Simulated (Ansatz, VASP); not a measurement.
# YV6Sn6 in two plane-wave programs

Wanted: the spread between two codes on one cell, functional and k mesh. The cell is taken from a series of runs on this material, whose earlier steps may have relaxed, scaled, displaced or heated it; both programs get it as it stands.

Program: Ansatz 0.2.0. Level of theory: plane waves, with VASP 6.6.1 beside it; relaxation of cell and atoms at r2SCAN. Results are calculated unless marked as measured.

### 1. The structure

Symmetry: P6/mmm, No. 191, hexagonal system. Conventional cell: a = 5.479 Å, b = 5.479 Å, c = 9.229 Å, α = 90.00°, β = 90.00°, γ = 120.00°. Nearest to Y lie 8 Sn at 3.04 to 3.16 Å. Nearest to V lie 4 V at 2.74 Å and 6 Sn at 2.79 to 2.84 Å. Sn has 6 V at 2.84 Å and 1 Y at 3.04 Å and 1 Sn at 3.14 Å nearest. Sn has 6 V at 2.81 Å nearest. Nearest to Sn lie 6 V at 2.79 Å and 3 Sn at 3.16 Å and 3 Y at 3.16 Å. Farther neighbours are not listed.

### 2. VASP: relaxation of cell and atoms, r2SCAN

The relaxed volume is the usual yardstick between codes: in a stiff, nearly cubic crystal its relative difference is about their pressure difference at one cell divided by the bulk modulus.

Lines of VASP's logs that name or quote its potential files are left out, and so is its time.

File INCAR:

```
SYSTEM = YV6Sn6
PREC = Accurate
ENCUT = 550
EDIFF = 1E-07
NELM = 120
ISMEAR = 0
SIGMA = 0.1
LREAL = .FALSE.
ALGO = Normal
METAGGA = R2SCAN
LASPH = .TRUE.
NBANDS = 107
LORBIT = 11
LWAVE = .FALSE.
LCHARG = .FALSE.
ISIF = 3
IBRION = 2
NSW = 80
EDIFFG = -0.005
GGA_COMPAT = .FALSE.
NELMIN = 4
LMIXTAU = .TRUE.
KPAR = 4
```

File POSCAR:

```
YV6Sn6
1.0
    5.4788330000      0.0000000000      0.0000000000
   -2.7394170000      4.7448090000      0.0000000000
    0.0000000000      0.0000000000      9.2286940000
Y V Sn
1 6 6
Direct
    0.0000000000      0.0000000000      0.0000000000
    0.5000000000      0.0000000000      0.7513881704
    1.0000000000      0.5000000000      0.7513881704
    0.5000000000      0.5000000000      0.7513881704
    0.5000000000      0.0000000000      0.2486118296
    1.0000000000      0.5000000000      0.2486118296
    0.5000000000      0.5000000000      0.2486118296
    0.0000000000      0.0000000000      0.6702883962
    0.0000000000      0.0000000000      0.3297116039
    0.3333333333      0.6666666667      0.5000000000
    0.6666666667      0.3333333333      0.5000000000
    0.3333333333      0.6666666667      0.0000000000
    0.6666666667      0.3333333333      0.0000000000
```

File KPOINTS:

```
Automatic mesh
0
Gamma
6 6 4
0 0 0
```

The projector-augmented-wave data sets are Y_sv, V_sv and Sn_d (PBE family, release 64).

Run with:

```console
$ mpirun -np 4 vasp_std
```

Numbers of over 12 decimals in the logs are rounded to 6 here.

What it wrote:

```text
[banner, memory and clock lines left out]
running    4 mpi-ranks, on    1 nodes
 distrk:  each k-point on    1 cores,    4 groups
 distr:  one band on    1 cores,    1 groups

 POSCAR found type information on POSCAR Y V Sn
 POSCAR found :  3 types and      13 ions
|                                                                             |
|               ----> ADVICE to this user running VASP <----                  |
|                                                                             |
|     You enforced a specific xc type in the INCAR file but a different       |
|     [... a line on the potential file left out ...]
|     I HOPE YOU KNOW WHAT YOU ARE DOING!                                     |
|                                                                             |

 LDA part: xc-table for (None), standard interpolation
 POSCAR, INCAR and KPOINTS ok, starting setup
 FFT: planning ... GRIDC
 FFT: planning ... GRID_SOFT
 FFT: planning ... GRID
 WAVECAR not read
 entering main loop
       N       E                     dE             d eps       ncg     rms          rms(c)
DAV:   1     0.294810182321E+04    0.29481E+04   -0.87143E+04  4686   0.263E+03
DAV:   2     0.240419691528E+03   -0.27077E+04   -0.26452E+04  4494   0.838E+02
DAV:   3    -0.248043796138E+03   -0.48846E+03   -0.46356E+03  4497   0.315E+02
DAV:   4    -0.299079412304E+03   -0.51036E+02   -0.48885E+02  6012   0.972E+01
DAV:   5    -0.301673731942E+03   -0.25943E+01   -0.25748E+01  6852   0.196E+01    0.605E+01
DAV:   6    -0.277949374102E+03    0.23724E+02   -0.14634E+02  5448   0.500E+01    0.220E+01
DAV:   7    -0.266457948466E+03    0.11491E+02   -0.68541E+01  5436   0.324E+01    0.225E+01
DAV:   8    -0.255382007554E+03    0.11076E+02   -0.13287E+01  4847   0.134E+01    0.114E+01
DAV:   9    -0.256716260100E+03   -0.13343E+01   -0.30764E+00  5620   0.544E+00    0.567E+00
DAV:  10    -0.254533153587E+03    0.21831E+01   -0.18670E+00  4946   0.400E+00    0.208E+00
DAV:  11    -0.256889522178E+03   -0.23564E+01   -0.12806E+00  4783   0.342E+00    0.223E+00
DAV:  12    -0.256877230711E+03    0.12291E-01   -0.44488E-02  5329   0.834E-01    0.135E+00
DAV:  13    -0.256895160622E+03   -0.17930E-01   -0.25251E-02  5357   0.623E-01    0.716E-01
DAV:  14    -0.256896505554E+03   -0.13449E-02   -0.47598E-03  6241   0.258E-01    0.262E-01
DAV:  15    -0.256895528556E+03    0.97700E-03   -0.15248E-03  5683   0.133E-01    0.506E-02
DAV:  16    -0.256896583843E+03   -0.10553E-02   -0.81821E-04  4785   0.105E-01    0.263E-02
DAV:  17    -0.256896620248E+03   -0.36405E-04   -0.10080E-04  5014   0.442E-02    0.201E-02
DAV:  18    -0.256896623519E+03   -0.32717E-05   -0.37990E-05  4966   0.246E-02    0.777E-03
DAV:  19    -0.256896629182E+03   -0.56629E-05   -0.67021E-06  5337   0.109E-02    0.126E-02
DAV:  20    -0.256896630421E+03   -0.12390E-05   -0.11749E-06  4400   0.426E-03    0.670E-03
DAV:  21    -0.256896631451E+03   -0.10302E-05   -0.53210E-07  4556   0.305E-03    0.894E-04
DAV:  22    -0.256896631550E+03   -0.98349E-07   -0.63295E-08  2598   0.120E-03
   1 F= -.25689663E+03 E0= -.25688324E+03  d E =-.256897E+03
[...]
2 F= -.25689695E+03 E0= -.25688356E+03  d E =-.320236E-03
[...]
3 F= -.25689696E+03 E0= -.25688356E+03  d E =-.327741E-03
[...]
4 F= -.25689714E+03 E0= -.25688378E+03  d E =-.179129E-03
[...]
5 F= -.25689714E+03 E0= -.25688380E+03  d E =-.183504E-03
[...]
6 F= -.25689722E+03 E0= -.25688391E+03  d E =-.804912E-04
 trial-energy change:   -0.000080  1 .order   -0.000078   -0.000210    0.000054
 step:   0.8726(harm=  0.8619)  dis= 0.00270  next Energy=  -256.897229 (dE=-0.858E-04)
 bond charge predicted
       N       E                     dE             d eps       ncg     rms          rms(c)
DAV:   1    -0.256897224807E+03   -0.14215E-05   -0.48242E-03  5106   0.221E-01    0.439E-02
DAV:   2    -0.256897233181E+03   -0.83738E-05   -0.27202E-04  5469   0.739E-02    0.207E-02
DAV:   3    -0.256897227367E+03    0.58141E-05   -0.36249E-05  5248   0.286E-02    0.127E-02
DAV:   4    -0.256897225834E+03    0.15330E-05   -0.63681E-06  5163   0.127E-02    0.508E-03
DAV:   5    -0.256897226672E+03   -0.83859E-06   -0.11318E-06  5430   0.431E-03    0.245E-03
DAV:   6    -0.256897227253E+03   -0.58098E-06   -0.47744E-07  3896   0.282E-03    0.106E-03
DAV:   7    -0.256897227584E+03   -0.33041E-06   -0.11829E-07  2772   0.153E-03    0.262E-04
DAV:   8    -0.256897227551E+03    0.32887E-07   -0.28687E-08  2319   0.785E-04
   7 F= -.25689723E+03 E0= -.25688391E+03  d E =-.847557E-04
 curvature:  -0.97 expect dE=-0.493E-05 dE for cont linesearch -0.694E-08
 trial: gam=-0.04627 g(F)=  0.403E-05 g(S)=  0.105E-05 ort =-0.177E-05 (trialstep = 0.104E+01)
 search vector abs. value=  0.618E-05
 reached required accuracy - stopping structural energy minimisation
```

From OUTCAR (step 2):

```text
ion  position               nearest neighbor table
   1  0.000  0.000  0.000-   8 3.04   9 3.04  13 3.16  12 3.16  13 3.16  12 3.16  13 3.16  12 3.16
                             2 3.57   2 3.57   5 3.57   5 3.57   4 3.57   7 3.57   4 3.57   7 3.57
   2  0.500  0.000  0.751-   3 2.74   3 2.74   4 2.74   4 2.74  12 2.79  13 2.79  10 2.81  11 2.81
                             8 2.84   8 2.84   1 3.57   1 3.57
   3  0.000  0.500  0.751-   4 2.74   4 2.74   2 2.74   2 2.74  12 2.79  13 2.79  10 2.81  11 2.81
                             8 2.84   8 2.84   1 3.57   1 3.57
   4  0.500  0.500  0.751-   3 2.74   3 2.74   2 2.74   2 2.74  12 2.79  13 2.79  10 2.81  11 2.81
                             8 2.84   8 2.84   1 3.57   1 3.57
   5  0.500  0.000  0.249-   6 2.74   6 2.74   7 2.74   7 2.74  12 2.79  13 2.79  10 2.81  11 2.81
                             9 2.84   9 2.84   1 3.57   1 3.57
   6  0.000  0.500  0.249-   7 2.74   7 2.74   5 2.74   5 2.74  12 2.79  13 2.79  10 2.81  11 2.81
                             9 2.84   9 2.84   1 3.57   1 3.57
   7  0.500  0.500  0.249-   6 2.74   6 2.74   5 2.74   5 2.74  12 2.79  13 2.79  10 2.81  11 2.81
                             9 2.84   9 2.84   1 3.57   1 3.57
   8  0.000  0.000  0.670-   2 2.84   2 2.84   4 2.84   4 2.84   3 2.84   3 2.84   1 3.04   9 3.14
                            10 3.53  11 3.53  10 3.53  11 3.53  11 3.53  10 3.53
   9  0.000  0.000  0.330-   5 2.84   5 2.84   7 2.84   7 2.84   6 2.84   6 2.84   1 3.04   8 3.14
                            10 3.53  11 3.53  10 3.53  11 3.53  11 3.53  10 3.53
  10  0.333  0.667  0.500-   3 2.81   6 2.81   4 2.81   7 2.81   2 2.81   5 2.81  11 3.16  11 3.16
                            11 3.16   9 3.53   8 3.53   9 3.53   8 3.53   9 3.53   8 3.53
  11  0.667  0.333  0.500-   3 2.81   6 2.81   4 2.81   7 2.81   2 2.81   5 2.81  10 3.16  10 3.16
                            10 3.16   9 3.53   8 3.53   9 3.53   8 3.53   9 3.53   8 3.53
  12  0.333  0.667  0.000-   3 2.79   6 2.79   4 2.79   7 2.79   2 2.79   5 2.79  13 3.16   1 3.16
                             1 3.16  13 3.16  13 3.16   1 3.16
  13  0.667  0.333  0.000-   3 2.79   6 2.79   4 2.79   7 2.79   2 2.79   5 2.79  12 3.16   1 3.16
                             1 3.16  12 3.16  12 3.16   1 3.16

  LATTYP: Found a hexagonal cell.
 ALAT       =     5.4788330000
 C/A-ratio  =     1.6844269573

 Subroutine GETGRP returns: Found 24 space group operations
 (whereof 24 operations were pure point group operations)

The static configuration has the point symmetry D_6h.

 Found     21 irreducible k-points:

   k-points           NKPTS =     21   k-points in BZ     NKDIM =     21   number of bands    NBANDS=    107

   dimension x,y,z NGX =    42 NGY =   42 NGZ =   72
   dimension x,y,z NGXF=    84 NGYF=   84 NGZF=  144

   ENCUT  =  550.0 eV  40.42 Ry    6.36 a.u.  10.48 10.48 17.65*2*pi/ulx,y,z

   NELECT =     173.0000    total number of electrons

 k-points in reciprocal lattice and weights: Automatic mesh
   0.00000000  0.00000000  0.00000000       0.007
   0.16666667 -0.00000000  0.00000000       0.042
   0.33333333  0.00000000  0.00000000       0.042
   0.50000000 -0.00000000  0.00000000       0.021
   0.16666667  0.16666667  0.00000000       0.042
   0.33333333  0.16666667  0.00000000       0.083
   0.33333333  0.33333333  0.00000000       0.014
   0.00000000  0.00000000  0.25000000       0.014
   0.16666667 -0.00000000  0.25000000       0.083
[...]
0.33333333  0.16666667  0.50000000       0.083
   0.33333333  0.33333333  0.50000000       0.014

 average (electrostatic) potential at core
       1 -34.9026       2 -75.7903       3 -75.7903       4 -75.7903       5 -75.7903
       6 -75.7903       7 -75.7903       8-102.2980       9-102.2980      10-102.6550
      11-102.6550      12-102.5490      13-102.5490

 E-fermi :   9.5286

 k-point     1 :       0.0000    0.0000    0.0000
  band No.  band energies     occupation
    ...
     83       8.3064      2.00000
     84       8.3286      2.00000
     85       8.3286      2.00000
     86       8.6194      2.00000
     87       8.6194      2.00000
     88       9.9289      0.00000
     89       9.9289      0.00000
     90      10.7989      0.00000
     91      10.8841      0.00000
     92      11.0911      0.00000
    ...

 k-point     2 :       0.1667   -0.0000    0.0000
  band No.  band energies     occupation
    ...
     83       8.3950      2.00000
     84       8.4121      2.00000
     85       8.4872      2.00000
     86       8.7677      2.00000
     87       8.7820      2.00000
     88       9.9469      0.00000
     89       9.9765      0.00000
     90      10.7351      0.00000
     91      10.7424      0.00000
     92      10.8899      0.00000
    ...

 k-point     3 :       0.3333    0.0000    0.0000
  band No.  band energies     occupation
    ...
     83       8.7564      2.00000
     84       8.7608      2.00000
     85       8.9829      2.00000
     86       9.1542      2.00000
     87       9.1887      2.00000
     88       9.7915      0.00020
     89       9.9458      0.00000
     90      10.3402      0.00000
     91      10.4069      0.00000
     92      10.4826      0.00000
    ...

  Total        0.0060079      0.0060079      0.0145463     -0.0000000     -0.0000000      0.0000000
  in kB        0.0401195      0.0401195      0.0971366     -0.0000000     -0.0000000      0.0000000
  external PRESSURE =       0.0591252 kB  Pullay stress =       0.0000000 kB

  energy-cutoff  :      550.00
  volume of cell :      239.93
      direct lattice vectors                 reciprocal lattice vectors
     5.481786019 -0.000000000  0.000000000     0.182422298  0.105321572  0.000000000
    -2.740893510  4.747366390  0.000000000     0.000000000  0.210643106  0.000000000
     0.000000000 -0.000000000  9.219442279    -0.000000000 -0.000000000  0.108466431

 POSITION                                       TOTAL-FORCE (eV/Angst)
 -----------------------------------------------------------------------------------
      0.00000     -0.00000      0.00000         0.000000      0.000000      0.000000
      2.74089     -0.00000      6.92857        -0.000000      0.000000     -0.003715
     -1.37045      2.37368      6.92857        -0.000000      0.000000     -0.003715
      1.37045      2.37368      6.92857        -0.000000      0.000000     -0.003715
      2.74089     -0.00000      2.29087         0.000000     -0.000000      0.003715
     -1.37045      2.37368      2.29087         0.000000     -0.000000      0.003715
      1.37045      2.37368      2.29087         0.000000     -0.000000      0.003715
      0.00000     -0.00000      6.17071         0.000000     -0.000000      0.000630
      0.00000     -0.00000      3.04873         0.000000      0.000000     -0.000630
     -0.00000      3.16491      4.60972        -0.000000     -0.000000      0.000000
      2.74089      1.58246      4.60972        -0.000000      0.000000      0.000000
     -0.00000      3.16491      0.00000        -0.000000      0.000000      0.000000
      2.74089      1.58246      0.00000        -0.000000     -0.000000      0.000000
 -----------------------------------------------------------------------------------
    total drift:                               -0.000000      0.000000     -0.000000

  FREE ENERGIE OF THE ION-ELECTRON SYSTEM (eV)
  ---------------------------------------------------
  free  energy   TOTEN  =      -256.8972275507 eV

  energy  without entropy=     -256.8705879210  energy(sigma->0) =     -256.88390774

 reached required accuracy - stopping structural energy minimisation

 total charge
# of ion       s       p       d       f       tot
--------------------------------------------------
    1        2.159   6.376   1.053   0.030   9.617
    2        2.240   6.194   3.029   0.000  11.464
    3        2.240   6.194   3.029   0.000  11.464
    4        2.240   6.194   3.029   0.000  11.464
    5        2.240   6.194   3.029   0.000  11.464
    6        2.240   6.194   3.029   0.000  11.464
    7        2.240   6.194   3.029   0.000  11.464
    8        1.104   1.370  10.004   0.000  12.478
    9        1.104   1.370  10.004   0.000  12.478
   10        1.129   1.314  10.021   0.000  12.465
   11        1.129   1.314  10.021   0.000  12.465
   12        1.106   1.476  10.024   0.000  12.606
   13        1.106   1.476  10.024   0.000  12.606
--------------------------------------------------
tot         22.279  51.862  79.328   0.030 153.498

[... 3 further parts left out ...]
```

CONTCAR:

```
YV6Sn6
   1.00000000000000
     5.4817860191062575   -0.0000000003102160    0.0000000000000000
    -2.7408935100912766    4.7473663904272110    0.0000000000000000
     0.0000000000000000   -0.0000000000000000    9.2194422788579065
  Y               V               Sn
     1     6     6
Direct
     0.0000000000000000    0.0000000000000000    0.0000000000000000
     0.5000000000000000    0.0000000000000000    0.7515173152725085
     0.0000000000000000    0.5000000000000000    0.7515173152725085
     0.5000000000000000    0.5000000000000000    0.7515173152725085
     0.5000000000000000    0.0000000000000000    0.2484826847274915
     0.0000000000000000    0.5000000000000000    0.2484826847274915
     0.5000000000000000    0.5000000000000000    0.2484826847274915
     0.0000000000000000    0.0000000000000000    0.6693148987386542
     0.0000000000000000    0.0000000000000000    0.3306851013613474
     0.3333333332999970    0.6666666667000030    0.5000000000000000
     0.6666666667000030    0.3333333332999970    0.5000000000000000
     0.3333333332999970    0.6666666667000030    0.0000000000000000
     0.6666666667000030    0.3333333332999970    0.0000000000000000
```

This run has no spin polarisation, so a moment on V, if there is one, isn't seen. Its electron count is odd, so without a moment it is a metal by construction.

[end of part 1 of 2]

[Lines on the potential files, build, host, timing and source positions are cut from VASP's logs without a mark.]

[Logs are printed without paths, hosts, clocks, repeated set-up lines and the standing remarks that a program may print on its own settings, such as how far it seeks lower states.]

[Hosts, paths, dates, database ids (printed as entryN), source tags and the programs' standing remarks are cut or masked in the printed files.]
